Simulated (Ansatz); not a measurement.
Co under changes of volume

One of the cells (10.640 Å³/atom); the others are scaled copies at fixed shape and fractional positions:

```
Co
1.0
     2.47200    0.00000    0.00000
    -1.23600    2.14081    0.00000
     0.00000    0.00000    4.02114
Co
2
Cartesian
  1.2360 0.7136 3.0159
  0.0000 1.4272 1.0053
```

```yaml
Program: Ansatz 0.2.0
Functional: LDA
Potentials_or_basis: all-electron LAPW, scalar-relativistic
Cutoff: 315 eV (chosen from the basis error)
Basis_error_allowed: 0.001 eV/atom
k_mesh: 12 × 12 × 7
Occupations: fermi-dirac, width 0.05 eV
Spin: collinear spin, ferromagnetic start
Starting_moments: "[2.0, 2.0] μB"
```

```csv
volume (Å³/atom),energy over the lowest point (meV/atom),pressure (GPa),moment (μB per cell)
10.002,0.00,-0.4,2.98
10.215,4.50,-5.9,3.00
10.427,?,?,?
10.640,33.19,-14.8,3.09
10.853,55.27,-18.3,3.15
11.066,81.75,-21.5,3.19
11.279,112.21,-24.3,3.24
```

Question: What does the run at 10.427 Å³/atom give?

Answer: Energy over the lowest point 15.95 meV/atom; pressure -10.7 GPa; moment 3.04 μB per cell.

Worked out: A Birch-Murnaghan fit of order 3 (a polynomial in V^(-2/3)) to the other rows has its minimum at 9.98 Å³/atom, just outside them, with B0 = V·E''(V) = 278 GPa and B' = 5.7 at fixed shape and positions, which overstates the stiffness. It gives 15.89 meV/atom at 10.427 Å³/atom, against the run's 15.95, and -dE/dV = -10.8 GPa, against -10.7. A parabola through the other rows of the moment, of slope 0.196 μB per Å³/atom there, gives 3.05 μB, against the run's 3.04.

Energies are extrapolated to zero smearing.
